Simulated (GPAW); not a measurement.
GaAs, 2 atoms in the cell. Symmetry: F-43m, No. 216, cubic system. Conventional cell: a = 5.654 Å, b = 5.654 Å, c = 5.654 Å, α = 90.00°, β = 90.00°, γ = 90.00°. As (site symmetry -43m) has 4 Ga at 2.45 Å as nearest neighbours. Around Ga (site symmetry -43m) lie 4 As at 2.45 Å. 

```yaml
Program: GPAW 26.7.0
Task: relaxation of cell and atoms
Functional: PBEsol
Potentials_or_basis: PAW data sets generated in the run's folder for this functional
Cutoff: 600 eV
Basis: pw
k_mesh: 8 × 8 × 8
Occupations: fermi-dirac, width 0.05 eV
Spin: no spin polarisation
Target_pressure: 5 GPa
Maxiter: 150
Optimizer: BFGS
Fmax: 0.02 eV/Å
Max_steps: 60
Target_pressure: 5 GPa
Convergence: density=1e-05 forces=0.0001
```

Potentials or basis: PAW data sets generated in the run's folder for this functional, pw.

Command:

```console
$ gpaw-setup -f PBEsol As Ga
$ OMP_NUM_THREADS=1 python run.py
```

Hardware: 1 thread of Arm Neoverse V1, with other jobs on the host.

Question: Estimate the wall time of this run.

Answer: Run time: 40 s on 1 thread of Arm Neoverse V1, with other jobs on the host, peak memory 0.19 GiB. Counts: scf iterations 37, plane waves 1540, bands 11, k points 29, ion steps 4.
